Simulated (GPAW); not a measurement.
Crystal: BaTiO3.

```
CELL_PARAMETERS angstrom
2.82737 1.63238 2.31839
-2.82737 1.63238 2.31839
0.00000 -3.26476 2.31839
ATOMIC_POSITIONS crystal
Ba 0.00000 0.00000 0.00000
Ti 0.48450 0.48450 0.48450
O 0.50860 0.01750 0.50860
O 0.01750 0.50860 0.50860
O 0.50860 0.50860 0.01750
```

Base run:

```yaml
Program: GPAW 26.7.0
Functional: PBE
Potentials_or_basis: GPAW PAW data sets (gpaw-data 1.2.1)
Cutoff: 600 eV
Basis: pw
k_mesh: 6 × 6 × 6
Occupations: fermi-dirac, width 0.05 eV
Spin: no spin polarisation
```

Its results: band gap on the k mesh 2.42 eV, indirect (least direct gap 2.80 eV).

Task: The run is repeated on the same cell with these changes: functional from PBE to TB-mBJ; potentials or basis from GPAW PAW data sets (gpaw-data 1.2.1) to GPAW PAW data sets for LDA (gpaw-data 1.2.1); cutoff from 600 eV to 800 eV. What comes out?

Result: Band gap on the k mesh 3.15 eV, indirect (least direct gap 3.57 eV).

Caveats: spin-orbit coupling is left out, which moves the levels of the heavy elements; a model potential gives levels but no total energy (some runs).

A k mesh can miss the band edges.
